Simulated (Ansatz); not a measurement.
Crystal: SnSe.

```
Sn Se
1.0
     0.00000    3.01000    3.01000
     3.01000    0.00000    3.01000
     3.01000    3.01000    0.00000
Sn Se
1 1
Direct
  0.00000 0.00000 0.00000
  0.50000 0.50000 0.50000
```

Measurements of this composition are mostly on another form, of space group No. 62.

Base run:

| Property | Result |
| --- | --- |
| Program | Ansatz 0.2.0 |
| Functional | BLYP |
| Potentials or basis | Ansatz PAW |
| Cutoff | 420 eV |
| Density cutoff | 1680 eV |
| k mesh | 8 × 8 × 8 |
| Occupations | fermi-dirac, width 0.05 eV |
| Spin | no spin polarisation |

Its results: pressure 4.8 GPa.

Task: The run is repeated on the same cell with these changes: functional from BLYP to LDA. What comes out?

Result: Pressure -3.4 GPa.

LDA binds more tightly than BLYP, so the same cell stands under less pressure.

Caveats: the PAW data sets come from PBE, with cores solved anew for the run's functional, which leaves a small shift of forces and pressure; the potentials were made for another functional, which shifts forces and pressure (some runs).

Not every run made on this cell is shown here.
